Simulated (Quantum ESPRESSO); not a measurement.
**Ta in Quantum ESPRESSO: the effect of functional**

The system is Ta.

```
Ta
1.0
    -1.65128    1.65128    1.65128
     1.65128   -1.65128    1.65128
     1.65128    1.65128   -1.65128
Ta
1
Direct
  0.00000 0.00000 0.00000
```

Alike in all runs:

| Quantity | Value |
| --- | --- |
| Program | Quantum ESPRESSO 7.5 |
| Task | phonon dispersion |
| Cutoff | 789 eV |
| Density cutoff | 3157 eV |
| k mesh | 10 × 10 × 10 |
| Occupations | cold, width 0.2 eV |
| Spin | no spin polarisation |

Each run relaxes the cell or the atoms first.

Task: One run gave: relaxed volume 17.26 Å³/atom; highest phonon frequency 156 cm⁻¹. Which functional did it use?
A. LDA
B. PBEsol
C. PBE

Result: A.

```csv
functional,potentials or basis,relaxed volume (Å³/atom),highest phonon frequency (cm⁻¹)
LDA,PseudoDojo 0.4.1 SR LDA standard,17.26,156
PBE,PseudoDojo 0.4.1 SR PBE standard,18.38,148
PBEsol,PseudoDojo 0.4.1 SR PBEsol standard,17.81,154
```

Caveats: the mesh is thin for the phonons of a metal; some modes are imaginary (some runs).

Not every run made on this cell is shown here.
